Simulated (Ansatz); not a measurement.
# How ZnGeP2 absorbs and reflects light, part 2 of 2

What colour and refractive index does ZnGeP2 have at this level of theory? The cell comes from an older database entry, whose edges can differ from later determinations, mostly by under a per cent.

Ansatz 0.2.0; DFT, PBE, plane-wave PAW, default files, scalar-relativistic, independent-particle optical response without local fields.

So far. Step 2 (Ground state and bands): There is a gap, 1.34 eV on the path, so no carriers' term is needed. The cell is left with a pressure of 2.3 GPa and forces up to 0.71 eV/Å, as it stands unrelaxed at this level.

The database entry behind the starting cell differs from later determinations by our own check (c about 0.5 % long), so it need not match the best structure at ambient conditions.

**3. Spectrum**

With the density converged, the vertical transitions are summed over the zone.

This step: DFT, PBE, plane-wave PAW, default files, scalar-relativistic, independent-particle optical response without local fields (Ansatz 0.2.0).

The input, input.yaml:

```yaml
crystal:
  lattice:
    - [-2.73, 2.73, 5.38]
    - [2.73, -2.73, 5.38]
    - [2.73, 2.73, -5.38]
  atoms:
    - { symbol: Ge, position: [0.25, 0.75, 0.5] }
    - { symbol: Ge, position: [0.5, 0.5, 0.0] }
    - { symbol: Zn, position: [0.75, 0.25, 0.5] }
    - { symbol: Zn, position: [0.0, 0.0, 0.0] }
    - { symbol: P, position: [0.139, 0.625, 0.014] }
    - { symbol: P, position: [0.875, 0.861, 0.486] }
    - { symbol: P, position: [0.611, 0.125, 0.986] }
    - { symbol: P, position: [0.375, 0.389, 0.514] }
kpoints:
  mp_grid: { grid: [6, 6, 6] }
scf:
  occupations: { method: fixed }
hamiltonian:
  xc: pbe
  pseudopotentials: { kind: paw }
output:
  optics:
    e_range: [0, 14]
    de: 0.05
    sigma: 0.15
    nscf_kmesh: { grid: [6, 6, 6] }
    bands: { spectra_wanted_up_to: 14 }
```

The run is started by

```sh
> ansatz run input.yaml --threads 4 --pin off --max-ram 8192MiB --backend cpu --events-out ev --progress --plain --runs-dir out
```

Numbers of over 12 decimals in the logs are rounded to 6 here.

Output:

```text
[...]
Crystal: 8 atoms, lattice volume = 160.386 Å³
Basis set: ecut = 420 eV, 3081 PW (Γ)
Bands: 44, of which v1, the nominal top of the filled ones, is band 36 counted from 1 (35 counted from 0)
Symmetry: 8 space group operations
[...]
k-points: 30 of 216 (time reversal used)
[...]
SCF iter   1: F=—  HF=-18252.493311 eV  |F-HF|=—  |Δ(HF+E_count)|=         —  Δρ=7.01e-4  dr2=4.56e-4  ethr=1.77e-3  ⟨swp⟩=5.2  Hψ=5042  notcnv=0  defer=152
[...]
SCF iter  10: F=-18252.489875 eV  HF=-18252.489875 eV  |F-HF|=3.64e-12  |Δ(HF+E_count)|=  2.91e-11  Δρ=6.30e-8  dr2=4.42e-12  ethr=1.00e-12  ⟨swp⟩=12.0  Hψ=5917  notcnv=0
SCF 1 converged in 10 iterations: F = -18252.489875 eV  dr2 = 4.42e-12
[...]
NSCF: frozen V_eff on 30 k-points
[...]
output.optics: what the bands over the 87 summed would add to eps1, eps2 and the energy-loss function is held between a lower and an upper bound (8 Lanczos steps). eps1, eps2 and their loss function (loss_summed_bands) are given on every row as the summed bands alone make them. Along an axis, on a row where the two bounds hold the loss function to about 1 % of the greater of itself and 0.5 % of |1/eps|, its cell (loss_completed) is given, with the completed eps1 and eps2 that it is formed of (a cell that is left empty reads nan in the table and null in the record). The two bounds hold it so along every axis on all 281 rows up to 14.000 eV. [rest of the remark cut]
SCF converged after 10 iterations
Free energy (F): -18252.489875 eV
[...]
Internal energy: -18252.489875 eV  (E = F + TS)
E sigma→0 (E₀):  -18252.489875 eV
Fermi energy:    7.242973 eV
[...]
--- Band table (eV; the first three rows and the last of 30) ---
  k-point 0: bands = [... 32 lower, 4.8678, 7.1869, 7.1869, 7.2430, 8.7280, 8.7565, 9.0776, 10.4660, ... 4 higher]
  k-point 1: bands = [... 32 lower, 5.1109, 5.7075, 6.5706, 7.0894, 9.0806, 9.4006, 10.3810, 10.4298, ... 4 higher]
  k-point 2: bands = [... 32 lower, 5.4271, 5.5159, 6.1426, 6.8154, 9.3455, 9.3584, 10.0485, 10.9722, ... 4 higher]
  k-point 29: bands = [... 32 lower, 5.3716, 5.3716, 6.0455, 6.0455, 8.7080, 8.7080, 8.8656, 8.8656, ... 4 higher]
```

Wall time 1.9 min (4 threads of Arm Neoverse V1, shared host); peak memory 1.7 GiB.

Numbers from this step:

```
electronic dielectric constant ε∞, mean over x, y and z (by symmetry where fewer were run)                                                          : 12.24
absorption onset, first axis (α over 10⁴ cm⁻¹, or the direct gap if that lies higher)                                                               : 1.618 eV
main peak of Im epsilon, first axis                                                                                                                 : 4.420 eV
photocurrent from vertical transitions in a film 500 nm thick on a perfect mirror (two passes), AM1.5G, no front reflection, all carriers collected : 25.59 mA/cm²
least direct gap on the mesh                                                                                                                        : 1.485 eV
bands summed                                                                                                                                        : 87
spectra valid up to                                                                                                                                 : 19.88 eV
program's estimate of the k-sum error in Im epsilon                                                                                                 : 0.06 %
electrons in the f-sum                                                                                                                              : 32.89
```

Im ε against photon energy; read off at these points:

| photon energy (eV) | E ∥ x or y | E ∥ z |
| --- | --- | --- |
| 1.000 | 0 | 0 |
| 1.250 | 0.00105 | 0.00463 |
| 1.500 | 0.168 | 0.310 |
| 1.750 | 0.896 | 1.12 |
| 2.000 | 2.21 | 3.21 |
| 2.250 | 9.58 | 12.1 |
| 2.500 | 13.7 | 12.6 |
| 2.750 | 12.0 | 11.3 |
| 3.000 | 11.6 | 11.6 |
| 3.250 | 12.4 | 13.7 |
| 3.500 | 13.1 | 16.5 |
| 3.750 | 15.9 | 22.1 |
| 3.850 | 17.1 | 23.3 |
| 4.000 | 18.1 | 22.3 |
| 4.250 | 18.7 | 18.1 |
| 4.400 | 19.5 | 16.0 |
| 4.500 | 19.3 | 15.8 |
| 4.750 | 16.6 | 12.7 |
| 5.000 | 14.8 | 10.8 |
| 5.250 | 15.3 | 11.3 |
| 5.500 | 13.6 | 12.1 |
| 5.750 | 10.4 | 11.9 |
| 6.000 | 8.99 | 10.2 |
| 6.250 | 8.02 | 8.29 |
| 6.500 | 7.03 | 7.52 |
| 6.750 | 6.23 | 6.60 |
| 7.000 | 5.31 | 5.29 |
| 7.250 | 4.52 | 4.67 |
| 7.500 | 3.70 | 3.98 |
| 7.750 | 3.19 | 3.26 |
| 8.000 | 3.05 | 2.82 |
| 8.250 | 2.94 | 2.57 |
| 8.500 | 2.79 | 2.61 |
| 8.750 | 2.49 | 2.36 |
| 9.000 | 2.26 | 2.14 |
| 9.250 | 2.07 | 1.87 |
| 9.500 | 1.94 | 1.80 |
| 9.750 | 1.82 | 1.81 |
| 10.000 | 1.63 | 1.68 |
| 10.250 | 1.48 | 1.49 |
| 10.500 | 1.36 | 1.45 |
| 10.750 | 1.18 | 1.29 |
| 11.000 | 1.06 | 1.16 |
| 11.250 | 0.977 | 1.05 |
| 11.500 | 0.906 | 0.965 |
| 11.750 | 0.868 | 0.924 |
| 12.000 | 0.787 | 0.870 |
| 12.250 | 0.760 | 0.824 |
| 12.500 | 0.725 | 0.771 |
| 12.750 | 0.639 | 0.673 |
| 13.000 | 0.553 | 0.573 |
| 13.250 | 0.515 | 0.516 |
| 13.500 | 0.477 | 0.467 |
| 13.750 | 0.443 | 0.438 |
| 14.000 | 0.419 | 0.420 |

Table of Re ε by photon energy:

| photon energy (eV) | E ∥ x or y | E ∥ z |
| --- | --- | --- |
| 0.0 | 12.1 | 12.5 |
| 0.5 | 12.3 | 12.7 |
| 1.0 | 13.2 | 13.6 |
| 1.5 | 15.2 | 16.0 |
| 2.0 | 20.0 | 21.6 |
| 2.5 | 15.8 | 14.2 |
| 3.0 | 12.5 | 13.7 |
| 3.5 | 12.1 | 13.7 |
| 4.0 | 8.59 | 3.39 |
| 4.5 | 2.11 | -1.41 |
| 5.0 | -0.819 | -1.27 |
| 5.5 | -5.45 | -1.37 |
| 6.0 | -5.23 | -4.83 |
| 6.5 | -5.00 | -4.66 |
| 7.0 | -4.88 | -4.93 |
| 7.5 | -4.27 | -4.45 |
| 8.0 | -3.21 | -3.53 |
| 8.5 | -2.90 | -2.77 |
| 9.0 | -2.57 | -2.54 |
| 9.5 | -2.23 | -2.01 |
| 10.0 | -2.05 | -1.92 |
| 10.5 | -1.84 | -1.70 |
| 11.0 | -1.56 | -1.53 |
| 11.5 | -1.30 | -1.29 |
| 12.0 | -1.11 | -1.10 |
| 12.5 | -0.957 | -0.984 |
| 13.0 | -0.815 | -0.847 |
| 13.5 | -0.641 | -0.653 |
| 14.0 | -0.490 | -0.484 |

Table of refractive index n and extinction k by photon energy:

| photon energy (eV) | n, E ∥ x or y | k, E ∥ x or y | n, E ∥ z | k, E ∥ z |
| --- | --- | --- | --- | --- |
| 0.0 | 3.48 | 0 | 3.53 | 0 |
| 0.5 | 3.51 | 0 | 3.57 | 0 |
| 1.0 | 3.63 | 0 | 3.69 | 0 |
| 1.5 | 3.91 | 0.0215 | 4.00 | 0.0388 |
| 2.0 | 4.48 | 0.247 | 4.66 | 0.344 |
| 2.5 | 4.28 | 1.60 | 4.07 | 1.55 |
| 3.0 | 3.84 | 1.51 | 3.97 | 1.45 |
| 3.5 | 3.87 | 1.69 | 4.19 | 1.97 |
| 4.0 | 3.78 | 2.39 | 3.60 | 3.10 |
| 4.5 | 3.28 | 2.94 | 2.68 | 2.94 |
| 5.0 | 2.65 | 2.80 | 2.19 | 2.47 |
| 5.5 | 2.14 | 3.17 | 2.32 | 2.60 |
| 6.0 | 1.61 | 2.80 | 1.80 | 2.84 |
| 6.5 | 1.35 | 2.61 | 1.45 | 2.60 |
| 7.0 | 1.08 | 2.46 | 1.07 | 2.47 |
| 7.5 | 0.830 | 2.23 | 0.871 | 2.28 |
| 8.0 | 0.780 | 1.95 | 0.702 | 2.01 |
| 8.5 | 0.750 | 1.86 | 0.719 | 1.81 |
| 9.0 | 0.653 | 1.73 | 0.625 | 1.71 |
| 9.5 | 0.604 | 1.61 | 0.585 | 1.53 |
| 10.0 | 0.532 | 1.53 | 0.562 | 1.50 |
| 10.5 | 0.474 | 1.44 | 0.517 | 1.40 |
| 11.0 | 0.403 | 1.31 | 0.442 | 1.31 |
| 11.5 | 0.377 | 1.20 | 0.401 | 1.20 |
| 12.0 | 0.354 | 1.11 | 0.388 | 1.12 |
| 12.5 | 0.349 | 1.04 | 0.365 | 1.06 |
| 13.0 | 0.291 | 0.949 | 0.296 | 0.967 |
| 13.5 | 0.281 | 0.849 | 0.274 | 0.853 |
| 14.0 | 0.278 | 0.753 | 0.280 | 0.750 |

The reflectivity at normal incidence has structure finer than the step of the table below, so its rows give means over 0.5 eV, whole bins alone (the curve runs from 0 to 14 eV). Peaks (eV: height): E ∥ x or y 2.30: 44.9, 7.45: 60.0, 10.75: 56.6; E ∥ z 2.25: 45.5, 4.15: 53.9, 7.60: 60.5, 12.90: 54.8.

Table of reflectivity at normal incidence by photon energy; means over each step:

| photon energy (eV) | E ∥ x or y (%) | E ∥ z (%) |
| --- | --- | --- |
| 0.5 | 31.1 | 31.7 |
| 1.0 | 32.3 | 33.0 |
| 1.5 | 35.1 | 36.0 |
| 2.0 | 40.7 | 42.0 |
| 2.5 | 43.4 | 42.6 |
| 3.0 | 40.5 | 41.4 |
| 3.5 | 42.3 | 46.3 |
| 4.0 | 46.8 | 52.9 |
| 4.5 | 50.8 | 52.0 |
| 5.0 | 50.8 | 47.0 |
| 5.5 | 56.1 | 48.0 |
| 6.0 | 56.1 | 54.5 |
| 6.5 | 56.4 | 55.5 |
| 7.0 | 58.3 | 58.4 |
| 7.5 | 59.5 | 59.6 |
| 8.0 | 55.4 | 58.9 |
| 8.5 | 54.0 | 54.5 |
| 9.0 | 54.5 | 55.1 |
| 9.5 | 53.6 | 52.2 |
| 10.0 | 54.5 | 51.7 |
| 10.5 | 55.5 | 52.0 |
| 11.0 | 56.2 | 53.2 |
| 11.5 | 54.5 | 52.6 |
| 12.0 | 53.3 | 50.9 |
| 12.5 | 52.2 | 51.3 |
| 13.0 | 54.3 | 54.5 |
| 13.5 | 52.3 | 53.3 |

Values under 1 per cm are given as 1. The absorption coefficient by photon energy:

| photon energy (eV) | E ∥ x or y (1/cm) | E ∥ z (1/cm) |
| --- | --- | --- |
| 0.000 | 1 | 1 |
| 0.500 | 1 | 1 |
| 1.000 | 1 | 1 |
| 1.500 | 3272 | 5893 |
| 2.000 | 50131 | 69805 |
| 2.500 | 4.0e5 | 3.9e5 |
| 3.000 | 4.6e5 | 4.4e5 |
| 3.500 | 6.0e5 | 7.0e5 |
| 4.000 | 9.7e5 | 1.3e6 |
| 4.500 | 1.3e6 | 1.3e6 |
| 5.000 | 1.4e6 | 1.2e6 |
| 5.500 | 1.8e6 | 1.4e6 |
| 6.000 | 1.7e6 | 1.7e6 |
| 6.500 | 1.7e6 | 1.7e6 |
| 7.000 | 1.7e6 | 1.7e6 |
| 7.500 | 1.7e6 | 1.7e6 |
| 8.000 | 1.6e6 | 1.6e6 |
| 8.500 | 1.6e6 | 1.6e6 |
| 9.000 | 1.6e6 | 1.6e6 |
| 9.500 | 1.5e6 | 1.5e6 |
| 10.000 | 1.5e6 | 1.5e6 |
| 10.500 | 1.5e6 | 1.5e6 |
| 11.000 | 1.5e6 | 1.5e6 |
| 11.500 | 1.4e6 | 1.4e6 |
| 12.000 | 1.4e6 | 1.4e6 |
| 12.500 | 1.3e6 | 1.3e6 |
| 13.000 | 1.2e6 | 1.3e6 |
| 13.500 | 1.2e6 | 1.2e6 |
| 14.000 | 1.1e6 | 1.1e6 |

At chosen wavelengths:

| wavelength (nm) | n xy | k xy | R (%) xy | 1/α xy | n z | k z | R (%) z | 1/α z |
| --- | --- | --- | --- | --- | --- | --- | --- | --- |
| 633 | 4.39 | 0.207 | 39.7 | 243 nm | 4.56 | 0.275 | 41.2 | 183 nm |
| 532 | 4.70 | 1.279 | 44.9 | 33 nm | 4.57 | 1.501 | 45.1 | 28 nm |
| 450 | 3.91 | 1.528 | 40.8 | 23 nm | 4.03 | 1.409 | 41.0 | 25 nm |
| 405 | 3.85 | 1.514 | 40.3 | 21 nm | 4.01 | 1.440 | 41.0 | 22 nm |
| 365 | 3.84 | 1.678 | 41.5 | 17 nm | 4.20 | 1.879 | 45.1 | 15 nm |
| 308 | 3.75 | 2.409 | 47.1 | 10 nm | 3.54 | 3.118 | 53.3 | 7.9 nm |
| 248 | 2.65 | 2.798 | 49.9 | 7.1 nm | 2.19 | 2.467 | 46.1 | 8.0 nm |

Rows near the edge hang on the gap, which this functional as a rule makes too small, and phonon-assisted absorption is left out.

At 1064 nm the birefringence n(z) − n(x) is +0.073: the crystal is uniaxial positive at this level.

The f-sum over the summed bands holds 32.9 of the cell's 72 electrons outside the frozen cores, 22 of which lie in bands more than 12 eV below the Fermi level, whose transitions come at higher energies. Up to 14 eV the strength has a mean oscillator energy of 4.7 eV, close to the main peak.

**4. Static response with local fields**

A static field by perturbation theory: the induced potential is included, and the Born charges come with it.

This step: DFT, PBE, plane-wave PAW, default files, scalar-relativistic, static field response by perturbation theory with local fields (Ansatz 0.2.0).

input.yaml: that of step 3 with these lines changed.

```diff
@@ -21,8 +21,2 @@
   pseudopotentials: { kind: paw }
-output:
-  optics:
-    e_range: [0, 14]
-    de: 0.05
-    sigma: 0.15
-    nscf_kmesh: { grid: [6, 6, 6] }
-    bands: { spectra_wanted_up_to: 14 }
+dielectric: {}
```

Output:

```text
[...]
Crystal: 8 atoms, lattice volume = 160.386 Å³
Basis set: ecut = 420 eV, 3081 PW (Γ), exchange–correlation on 96×96×96 points (8 copies of the dense FFT grid, shifted against one another)
Bands: 44, of which v1, the nominal top of the filled ones, is band 36 counted from 1 (35 counted from 0)
Symmetry: 8 space group operations
k-points: 112 of 216 (irreducible under 1 space group operation, time reversal used)
[...]
SCF iter   1: F=—  HF=-18252.493324 eV  |F-HF|=—  |Δ(HF+E_count)|=         —  Δρ=7.01e-4  dr2=4.57e-4  ethr=1.77e-3  ⟨swp⟩=5.2  Hψ=18787  notcnv=0  defer=596
[...]
SCF iter   9: F=-18252.489814 eV  HF=-18252.489814 eV  |F-HF|=0.00e0  |Δ(HF+E_count)|=   1.10e-9  Δρ=1.53e-7  dr2=4.68e-11  ethr=1.00e-12  ⟨swp⟩=11.0  Hψ=24046  notcnv=0
SCF 1 converged in 9 iterations: F = -18252.489814 eV  dr2 = 4.68e-11
[...]
DFPT response loops at Γ: preconditioner auto → Resta (q_TF=auto, 2.387 Å⁻¹)  ε∞=6.6 (no band partly filled); β = 1.00, the filter's whole step (`scf.mixing.beta` (0.50) is not read by the response loops at its default; to damp them type it under 1.00, their step now; it binds the ground state too); Broyden in place of MSR1
── the response to a field inside a basis, on 8×8×10 k-points: an SCF that follows is theirs, and a resumed run solves both again ──
Bands: 37, of which v1, the nominal top of the filled ones, is band 36 counted from 1 (35 counted from 0)
k-points: 180 of 640 (irreducible under 2 space group operations, time reversal used)
[...]
Eigensolver: Dense (180 Hₖ)
SCF iter   1: F=—  HF=-18252.350074 eV  |F-HF|=—  |Δ(HF+E_count)|=         —  Δρ=3.49e-4  dr2=8.74e-5  ethr=1.00e-1
[...]
SCF iter   5: F=-18252.350103 eV  HF=-18252.350103 eV  |F-HF|=2.55e-8  |Δ(HF+E_count)|=   1.67e-7  Δρ=6.23e-6  dr2=8.00e-8  ethr=8.23e-10
SCF 1 converged in 5 iterations: F = -18252.350103 eV  dr2 = 8.00e-8
[...]
SCF converged after 9 iterations
Free energy (F): -18252.489814 eV
[...]
Internal energy: -18252.489814 eV  (E = F + TS)
E sigma→0 (E₀):  -18252.489814 eV
Fermi energy:    7.242974 eV
[...]
--- Band table (eV; the first three rows and the last of 112) ---
  k-point 0: bands = [... 32 lower, 4.8678, 7.1869, 7.1869, 7.2430, 8.7280, 8.7565, 9.0776, 10.4660, ... 4 higher]
  k-point 1: bands = [... 32 lower, 5.1109, 5.7075, 6.5706, 7.0894, 9.0806, 9.4006, 10.3810, 10.4298, ... 4 higher]
  k-point 2: bands = [... 32 lower, 5.4271, 5.5159, 6.1426, 6.8154, 9.3455, 9.3584, 10.0485, 10.9722, ... 4 higher]
  k-point 111: bands = [... 32 lower, 5.3716, 5.3716, 6.0455, 6.0455, 8.7080, 8.7080, 8.8655, 8.8655, ... 4 higher]
--- Dielectric response (ions clamped): 3 representative field directions + reference, inside a basis on a mesh of 640 k-points (Σ response iterations 12) ---
  ε∞ (high-frequency dielectric tensor):
       11.505117    -0.000000     0.000000
       -0.000000    11.505117     0.000000
        0.000000     0.000000    11.917900
  Born effective charges Z* (e; rows j = field, columns β = displacement):
    site 0:
         2.06477    0.20765   -0.00000
        -0.20765    2.06477    0.00000
         0.00000    0.00000    2.30052
    site 1:
         2.06477   -0.20765   -0.00000
         0.20765    2.06477    0.00000
        -0.00000    0.00000    2.30052
    site 2:
         1.78528   -0.06505    0.00000
         0.06505    1.78528    0.00000
         0.00000    0.00000    1.56226
    site 3:
         1.78528    0.06505   -0.00000
        -0.06505    1.78528    0.00000
         0.00000    0.00000    1.56226
    site 4:
        -2.00913    0.00000    0.10719
         0.00000   -1.84091   -0.00000
        -0.01793   -0.00000   -1.93139
    site 5:
        -1.84091    0.00000   -0.00000
         0.00000   -2.00913   -0.10719
        -0.00000    0.01793   -1.93139
    site 6:
        -2.00913   -0.00000   -0.10719
        -0.00000   -1.84091   -0.00000
         0.01793   -0.00000   -1.93139
    site 7:
        -1.84091    0.00000    0.00000
         0.00000   -2.00913    0.10719
        -0.00000   -0.01793   -1.93139
  Z* charge neutrality: 1.893e-2 e pre-enforcement
  solved inside a basis spanned on kpoints, on 8×8×10 k-points, its susceptibility summed on 10×10×12: ε∞ is read to err by 7.3e-2, Z* by 2.1e-2 e (field_mesh: kpoints solves on kpoints); Z* is corrected for what the basis lacks
```

Run time: 4.4 min. Hardware: 4 threads; peak memory 3.7 GiB.

Numbers from this step:

* electronic dielectric constant ε∞, mean over x, y and z (by symmetry where fewer were run): 11.64

ε∞ with local fields:

```
11.51  0.00  0.00
 0.00 11.51  0.00
 0.00  0.00 11.92
```

Diagonal elements. Born, by row:

| atom | Z*xx (e) | Z*yy (e) | Z*zz (e) |
| --- | --- | --- | --- |
| Ge1 | 2.065 | 2.065 | 2.301 |
| Ge2 | 2.065 | 2.065 | 2.301 |
| Zn3 | 1.785 | 1.785 | 1.562 |
| Zn4 | 1.785 | 1.785 | 1.562 |
| P5 | -2.009 | -1.841 | -1.931 |
| P6 | -1.841 | -2.009 | -1.931 |
| P7 | -2.009 | -1.841 | -1.931 |
| P8 | -1.841 | -2.009 | -1.931 |

Mean Born charges are Ge +2.14, Zn +1.71 and P -1.93, against formal valences of +4, +2 and -3. They fall short of the ionic values, as in covalent bonds.

**5. Outcome**

| Property | Result |
| --- | --- |
| gap on the path | 1.34 eV |
| least direct gap on the path | 1.49 eV |
| electronic dielectric constant ε∞, mean over x, y and z (by symmetry where fewer were run) (independent particles) | 12.2 |
| absorption onset, first axis (α over 10⁴ cm⁻¹, or the direct gap if that lies higher) | 1.62 eV |
| main peak of Im epsilon, first axis | 4.42 eV |
| photocurrent from vertical transitions in a film 500 nm thick on a perfect mirror (two passes), AM1.5G, no front reflection, all carriers collected | 25.6 mA/cm² |
| electronic dielectric constant ε∞, mean over x, y and z (by symmetry where fewer were run) (static response with local fields) | 11.6 |

What this shows: At this level (PBE, independent particles) ZnGeP2 has a mean ε∞ = 12.2 (11.6 with local fields) and n = 3.57 at 1550 nm (E ∥ x); absorption sets in near 1.6 eV, and Im ε peaks at 4.4 eV (E ∥ x). The gap is indirect (1.34 eV), so absorption without phonons can begin only at the direct gap of 1.49 eV. The absorption coefficient passes 10⁴ cm⁻¹ at 1.62 eV, in the infrared, so it absorbs across the visible. Distinct maxima of Im ε, read by a parabola through the highest points, lie at 2.48 eV (14) and 4.42 eV (19) for E ∥ x or y. The static values by axis are 12.12 (xy), 12.49 (z). The f-sum over the summed bands holds 32.9 of the cell's 72 electrons outside the frozen cores, 22 of which lie in bands more than 12 eV below the Fermi level, whose transitions come at higher energies. Up to 14 eV the strength has a mean oscillator energy of 4.7 eV, close to the main peak. At 1064 nm the birefringence n(z) − n(x) is +0.073: the crystal is uniaxial positive at this level. With local fields and the functional's kernel the static response is 11.6 against 12.2 for independent particles (-5 %). In the base spectrum excitons and phonon-assisted transitions are missing, and so are local fields; PBE gaps are as a rule too small, which pulls the onset down and ε∞ up. In the base run ε includes the program's bounded estimate of what the bands above those summed add.

[Logs are printed without paths, hosts, clocks, repeated set-up lines and the standing remarks that a program may print on its own settings, such as how far it seeks lower states.]

[Hosts, paths, dates, database ids (printed as entryN), source tags and the programs' standing remarks are cut or masked in the printed files.]
